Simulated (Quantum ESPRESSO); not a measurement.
# WC (Fm-3m) in Quantum ESPRESSO: further runs, part 3 of 4

Quantum ESPRESSO 7.5.

## (4) Phonons, vdW-DF-cx

File pw.in:

```
&CONTROL
  calculation = 'scf'
  prefix = 'pwscf'
  outdir = './tmp'
  pseudo_dir = './pseudo'
  tprnfor = .true.
  tstress = .true.
  disk_io = 'low'
/
&SYSTEM
  ibrav = 0
  nat = 2
  ntyp = 2
  ecutwfc = 56
  ecutrho = 448
  nbnd = 15
  input_dft = 'vdw-df-cx'
  occupations = 'smearing'
  smearing = 'mv'
  degauss = 0.01469973
/
&ELECTRONS
  conv_thr = 4d-10
  electron_maxstep = 120
  mixing_beta = 0.5
/
ATOMIC_SPECIES
W    183.8400 w_pbe_v1.2.uspp.F.UPF
C     12.0110 c_pbe_v1.2.uspp.F.UPF
CELL_PARAMETERS angstrom
   0.0000000000    2.1926840000    2.1926840000
   2.1926840000    0.0000000000    2.1926840000
   2.1926840000    2.1926840000    0.0000000000
ATOMIC_POSITIONS angstrom
W      0.0000000000    0.0000000000    0.0000000000
C      2.1926840000    2.1926840000    2.1926840000
K_POINTS automatic
7 7 7 0 0 0
```

File relax.in:

```
&CONTROL
  calculation = 'vc-relax'
  prefix = 'pwscf'
  outdir = './tmp'
  pseudo_dir = './pseudo'
  tprnfor = .true.
  tstress = .true.
  disk_io = 'low'
  nstep = 40
  forc_conv_thr = 0.0001
  etot_conv_thr = 1d-06
/
&SYSTEM
  ibrav = 0
  nat = 2
  ntyp = 2
  ecutwfc = 56
  ecutrho = 448
  nbnd = 15
  input_dft = 'vdw-df-cx'
  occupations = 'smearing'
  smearing = 'mv'
  degauss = 0.01469973
/
&ELECTRONS
  conv_thr = 4d-10
  electron_maxstep = 120
  mixing_beta = 0.5
/
&IONS
  ion_dynamics = 'bfgs'
/
&CELL
  cell_dynamics = 'bfgs'
  press = 0
  press_conv_thr = 0.2
/
ATOMIC_SPECIES
W    183.8400 w_pbe_v1.2.uspp.F.UPF
C     12.0110 c_pbe_v1.2.uspp.F.UPF
CELL_PARAMETERS angstrom
   0.0000000000    2.1926840000    2.1926840000
   2.1926840000    0.0000000000    2.1926840000
   2.1926840000    2.1926840000    0.0000000000
ATOMIC_POSITIONS angstrom
W      0.0000000000    0.0000000000    0.0000000000
C      2.1926840000    2.1926840000    2.1926840000
K_POINTS automatic
7 7 7 0 0 0
```

File scf2.in:

```
&CONTROL
  calculation = 'scf'
  prefix = 'pwscf'
  outdir = './tmp'
  pseudo_dir = './pseudo'
  tprnfor = .true.
  tstress = .true.
  disk_io = 'low'
/
&SYSTEM
  ibrav = 0
  nat = 2
  ntyp = 2
  ecutwfc = 56
  ecutrho = 448
  nbnd = 15
  input_dft = 'vdw-df-cx'
  occupations = 'smearing'
  smearing = 'mv'
  degauss = 0.01469973
/
&ELECTRONS
  conv_thr = 1d-13
  electron_maxstep = 120
  mixing_beta = 0.5
  startingpot = 'file'
  startingwfc = 'file'
/
ATOMIC_SPECIES
W    183.8400 w_pbe_v1.2.uspp.F.UPF
C     12.0110 c_pbe_v1.2.uspp.F.UPF
CELL_PARAMETERS angstrom
   0.0000000000    2.1786403946    2.1786403946
   2.1786403946    0.0000000000    2.1786403946
   2.1786403946    2.1786403946    0.0000000000
ATOMIC_POSITIONS angstrom
W      0.0000000000    0.0000000000    0.0000000000
C      2.1786403946    2.1786403946    2.1786403946
K_POINTS automatic
7 7 7 0 0 0
```

File ph.in:

```
phonons of WC
&INPUTPH
  prefix = 'pwscf'
  outdir = './tmp'
  tr2_ph = 1d-18
  fildyn = 'dyn'
  niter_ph = 90
  alpha_mix(1) = 0.4
/
0.0000000000 0.0000000000 0.0000000000
```

File dynmat.in:

```
&INPUT
  fildyn = 'dyn'
  asr = 'crystal'
  filout = 'dynmat.disp'
  fileig = 'dynmat.eig'
/
```

Potentials or basis: GBRV 1.5 PBE.

The run is started by

```bash
$ OMP_NUM_THREADS=1 pw.x -in pw.in > pw.out
$ OMP_NUM_THREADS=1 pw.x -in relax.in > relax.out
$ OMP_NUM_THREADS=1 pw.x -in scf2.in > scf2.out
$ OMP_NUM_THREADS=1 ph.x -in ph.in > ph.out
$ OMP_NUM_THREADS=1 dynmat.x -in dynmat.in > dynmat.out
```

pw.out:

```text
This program is part of the open-source Quantum ESPRESSO suite
     for quantum simulation of materials; please cite
         "P. Giannozzi et al., J. Phys.:Condens. Matter 21 395502 (2009);
         "P. Giannozzi et al., J. Phys.:Condens. Matter 29 465901 (2017);
         "P. Giannozzi et al., J. Chem. Phys. 152 154105 (2020);
     in publications or presentations arising from this work. More details at

     IMPORTANT: XC functional enforced from input :
     Exchange-correlation= VDW-DF-CX
                           (   1   4  27   0   1   0   0)
     Any further DFT definition will be discarded
     Please, verify this is what you really want

     Message from routine setup:
     using ibrav=0 with symmetry is DISCOURAGED, use correct ibrav instead

     G-vector sticks info
     --------------------
     sticks:   dense  smooth     PW     G-vecs:    dense   smooth      PW
     Sum        1069     517    163                22899     7991    1459

     Using Slab Decomposition

     bravais-lattice index     =            0
     lattice parameter (alat)  =       5.8599  a.u.
     unit-cell volume          =     142.2836 (a.u.)^3
     number of atoms/cell      =            2
     number of atomic types    =            2
     number of electrons       =        18.00
     number of Kohn-Sham states=           15
     kinetic-energy cutoff     =      56.0000  Ry
     charge density cutoff     =     448.0000  Ry
     scf convergence threshold =      4.0E-10
     mixing beta               =       0.5000
     number of iterations used =            8  plain     mixing
     Exchange-correlation= VDW-DF-CX
                           (   1   4  27   0   1   0   0)

     celldm(1)=   5.859896  celldm(2)=   0.000000  celldm(3)=   0.000000
     celldm(4)=   0.000000  celldm(5)=   0.000000  celldm(6)=   0.000000

[... 8 lines left out ...]
               b(3) = (  0.707107  0.707107 -0.707107 )

     PseudoPot. # 1 for W  read from file:
     w_pbe_v1.2.uspp.F.UPF
     Pseudo is Ultrasoft + core correction, Zval = 14.0
     Generated by new atomic code, or converted to UPF format
     Using radial grid of  923 points,  8 beta functions with:
                l(1) =   0
                l(2) =   0
                l(3) =   0
                l(4) =   1
                l(5) =   1
                l(6) =   2
                l(7) =   2
                l(8) =   3
     Q(r) pseudized with  6 coefficients,  rinner =    1.350   1.350   1.350
                                                       1.350   1.350   1.350
                                                       1.350

     PseudoPot. # 2 for C  read from file:
     c_pbe_v1.2.uspp.F.UPF
     Pseudo is Ultrasoft + core correction, Zval =  4.0
     Generated by new atomic code, or converted to UPF format
     Using radial grid of  721 points,  4 beta functions with:
                l(1) =   0
                l(2) =   0
                l(3) =   1
                l(4) =   1
     Q(r) pseudized with  8 coefficients,  rinner =    1.100   1.100   1.100

     atomic species   valence    mass     pseudopotential
     W                14.00   183.84000     W ( 1.00)
     C                 4.00    12.01100     C ( 1.00)

     48 Sym. Ops., with inversion, found

   Cartesian axes

     site n.     atom                  positions (alat units)
         1        W      tau(   1) = (   0.0000000   0.0000000   0.0000000  )
         2        C      tau(   2) = (   0.7071068   0.7071068   0.7071068  )

     number of k points=    20  Marzari-Vanderbilt smearing, width (Ry)=  0.0147
                       cart. coord. in units 2pi/alat
        k(    1) = (   0.0000000   0.0000000   0.0000000), wk =   0.0058309
        k(    2) = (   0.1010153   0.1010153  -0.1010153), wk =   0.0466472
        k(    3) = (   0.2020305   0.2020305  -0.2020305), wk =   0.0466472
        k(    4) = (   0.3030458   0.3030458  -0.3030458), wk =   0.0466472
        k(    5) = (   0.2020305  -0.0000000   0.0000000), wk =   0.0349854
        k(    6) = (   0.3030458   0.1010153  -0.1010153), wk =   0.1399417
[... 12 lines left out ...]
        k(   19) = (  -0.1010153  -0.5050763   0.7071068), wk =   0.1399417
        k(   20) = (   0.0000000  -0.4040610   0.6060915), wk =   0.1399417

     Dense  grid:    22899 G-vectors     FFT dimensions: (  40,  40,  40)

     Smooth grid:     7991 G-vectors     FFT dimensions: (  27,  27,  27)

     Initial potential from superposition of free atoms

     starting charge      17.8996, renormalised to      18.0000

     negative rho (up, down):  6.189E-02 0.000E+00

     %%%%%%%%%%%%%%%%%%%%%%%%%%%%%%%%%%%%%%%%%%%%%%%%%%%%%%%%%%%%%%%%%%%%%%%%
     %                                                                      %
     % You are using vdW-DF, which was implemented by the Thonhauser group. %
     % Please cite the following two papers that made this development      %
     % possible and the two reviews that describe the various versions:     %
     %                                                                      %
     %   T. Thonhauser et al., PRL 115, 136402 (2015).                      %
     %   T. Thonhauser et al., PRB 76, 125112 (2007).                       %
     %   K. Berland et al., Rep. Prog. Phys. 78, 066501 (2015).             %
     %   D.C. Langreth et al., J. Phys.: Condens. Matter 21, 084203 (2009). %
     %                                                                      %
     % If you are calculating stress with vdW-DF, please also cite:         %
     %                                                                      %
     %   R. Sabatini et al., J. Phys.: Condens. Matter 24, 424209 (2012).   %
     %                                                                      %
     %%%%%%%%%%%%%%%%%%%%%%%%%%%%%%%%%%%%%%%%%%%%%%%%%%%%%%%%%%%%%%%%%%%%%%%%

     %%%%%%%%%%%%%%%%%%%%%%%%%%%%%%%%%%%%%%%%%%%%%%%%%%%%%%%%%%%%%%%%%%%%%%%%
     %                                                                      %
     %  vdW-DF NEWS:                                                        %
     %                                                                      %
     %  * vdW-DF3 is now available. DOI: 10.1021/acs.jctc.0c00471           %
     %    use with input_dft = 'vdW-DF3-opt1' or 'vdW-DF3-opt2'             %
     %                                                                      %
     %  * Unscreened and range-separated hybrid vdW-DF-cx functionals       %
     %    DOI: 10.1063/1.4986522 and 10.1088/1361-648X/ac2ad2               %
     %    use with input_dft = 'vdW-DF-cx0'    and 'vdW-DF-ahcx'            %
     %  * Unscreened and range-separated hybrid vdW-DF2-b86r functionals    %
     %    DOI: 10.1063/1.4986522 and DOI: 10.1103/PhysRevX.12.041003        %
     %    use with input_dft = 'vdW-DF2-br0' and 'vdW-DF2-ahbr'             %
     %                                                                      %
     %%%%%%%%%%%%%%%%%%%%%%%%%%%%%%%%%%%%%%%%%%%%%%%%%%%%%%%%%%%%%%%%%%%%%%%%

     Starting wfcs are   17 randomized atomic wfcs

     Self-consistent Calculation

     iteration #  1     ecut=    56.00 Ry     beta= 0.50
     Davidson diagonalization with overlap
     ethr =  1.00E-02,  avg # of iterations =  2.9

     negative rho (up, down):  6.297E-02 0.000E+00

     total energy              =    -170.25542512 Ry
     estimated scf accuracy    <       0.57389584 Ry

     iteration #  2     ecut=    56.00 Ry     beta= 0.50
     Davidson diagonalization with overlap
     ethr =  3.19E-03,  avg # of iterations =  2.1
[... 69 lines left out ...]
     iteration # 10     ecut=    56.00 Ry     beta= 0.50
     Davidson diagonalization with overlap
     ethr =  3.90E-11,  avg # of iterations =  2.5

     negative rho (up, down):  6.669E-02 0.000E+00

     End of self-consistent calculation

          k = 0.0000 0.0000 0.0000 (   965 PWs)   bands (ev):

   -53.5758 -17.6667 -17.6667 -17.6667   5.9393  18.9196  18.9196  18.9196
    20.6872  20.6872  20.6872  20.7153  20.7153  28.1937  31.4378

          k = 0.1010 0.1010-0.1010 (   989 PWs)   bands (ev):

   -53.5688 -17.7819 -17.6791 -17.6791   6.5009  17.3641  17.8968  17.8968
    19.7058  19.7058  21.2110  23.8172  23.8172  29.1595  32.6567

          k = 0.2020 0.2020-0.2020 (   995 PWs)   bands (ev):
[... 61 lines left out ...]
   -53.5285 -18.1723 -17.8661 -17.8661   8.1954  15.7008  16.0352  19.0898
    19.0898  22.4181  24.0473  24.0473  27.9361  28.7798  33.7271

          k =-0.0000-0.6061 0.6061 (  1005 PWs)   bands (ev):

   -53.5262 -18.1657 -17.9259 -17.8589   8.4342  15.6142  16.0256  18.0253
    19.2900  23.6342  24.0468  24.3012  26.9750  29.9207  33.4211

          k = 0.4041 0.2020 0.0000 (  1007 PWs)   bands (ev):

   -53.5418 -18.0590 -17.8484 -17.7552   8.6223  14.1347  16.1028  16.4488
    19.9833  22.9020  23.8231  24.5414  28.5277  31.8254  33.5971

          k =-0.2020-0.4041 0.6061 (  1013 PWs)   bands (ev):

   -53.5323 -18.1364 -17.9139 -17.7919   9.4334  13.6345  15.6368  15.9842
    21.2505  22.7056  23.7748  26.4234  28.6154  31.3372  33.4602

          k =-0.1010-0.5051 0.7071 (  1009 PWs)   bands (ev):

   -53.5281 -18.1310 -17.9264 -17.8611   8.7236  15.2812  15.7394  16.7724
    20.3604  23.4037  24.0400  24.4868  27.6035  30.9693  33.3986

          k = 0.0000-0.4041 0.6061 (  1014 PWs)   bands (ev):

   -53.5270 -18.0601 -18.0317 -17.8493   9.1315  14.7276  15.7139  16.1348
    21.3345  22.5365  24.0592  25.7933  26.8487  33.0827  33.8447

     the Fermi energy is    21.4551 ev

!    total energy              =    -170.47960530 Ry
     estimated scf accuracy    <          2.5E-10 Ry
     smearing contrib. (-TS)   =       0.00040976 Ry
     internal energy E=F+TS    =    -170.48001506 Ry

     The total energy is F=E-TS. E is the sum of the following terms:
     one-electron contribution =     -10.43078686 Ry
     hartree contribution      =      16.74945852 Ry
     xc contribution           =     -44.78206194 Ry
     ewald contribution        =    -132.01662479 Ry

     convergence has been achieved in  10 iterations

     negative rho (up, down):  6.669E-02 0.000E+00

     Forces acting on atoms (cartesian axes, Ry/au):

     atom    1 type  1   force =    -0.00000000    0.00000000   -0.00000000
     atom    2 type  2   force =     0.00000000    0.00000000   -0.00000000

     Total force =     0.000000     Total SCF correction =     0.000000

     Computing stress (Cartesian axis) and pressure

     negative rho (up, down):  6.669E-02 0.000E+00
          total   stress  (Ry/bohr**3)                   (kbar)     P=      -71.28
  -0.00048456   0.00000000   0.00000000          -71.28        0.00        0.00
   0.00000000  -0.00048456   0.00000000            0.00      -71.28        0.00
   0.00000000   0.00000000  -0.00048456            0.00        0.00      -71.28

=------------------------------------------------------------------------------=
   JOB DONE.
=------------------------------------------------------------------------------=
```

It took 7.2 min on 1 thread of Arm Neoverse V1, shared host; peak memory 0.21 GiB.

Results:

- Free energy: -2319.5023 eV
- Relaxed volume: 10.34 Å³/atom
- Relaxed cell: a = 3.081 Å, b = 3.081 Å, c = 3.081 Å, α = 60.00°, β = 60.00°, γ = 60.00°
- Space group after relaxing (to 0.05 Å): Fm-3m (No. 225)
- Pressure after relaxing: 0.0 GPa
- Band gap on the k mesh: none (metal or under the smearing width)
- Highest phonon frequency at Γ: 432 cm⁻¹

The path:
```csv
step,energy change (eV),largest force (eV/Å),pressure (GPa),volume (Å³)
1,0.0000,0.0000,-7.13,21.08
2,-0.0016,0.0000,6.91,20.33
3,-0.0091,0.0000,-0.21,20.69
4,-0.0091,0.0000,-0.01,20.68
```

Final structure:
```
W C
1.0
     0.00000    2.17864    2.17864
     2.17864    0.00000    2.17864
     2.17864    2.17864    0.00000
W C
1 1
Direct
  0.00000 0.00000 0.00000
  0.50000 0.50000 0.50000
```

Levels at points of the mesh, in eV from the Fermi level:
| k point | band 5 | band 6 | band 7 | band 8 | band 9 | band 10 | band 11 | band 12 | band 13 | band 14 |
| --- | --- | --- | --- | --- | --- | --- | --- | --- | --- | --- |
| (0.00, 0.00, 0.00) | -15.68 | -2.60 | -2.60 | -2.60 | -0.80 | -0.80 | -0.80 | -0.75 | -0.75 | 6.96 |

Phonon frequencies in cm⁻¹ (negative: imaginary):
```csv
q point,frequencies
"(0.000, 0.000, 0.000)",9 9 9 432 432 432
```

Optical modes at Γ, degenerate ones joined:
| cm⁻¹ | components | symmetry | active in |
| --- | --- | --- | --- |
| 432 | 3 | T1u | IR |

Caveat: the k mesh is coarse; the mesh is thin for the phonons of a metal; the potentials were made for another functional, which shifts forces and pressure. Spin-orbit coupling is left out, which matters for the levels of W.

(Continued in part 4 of 4.)
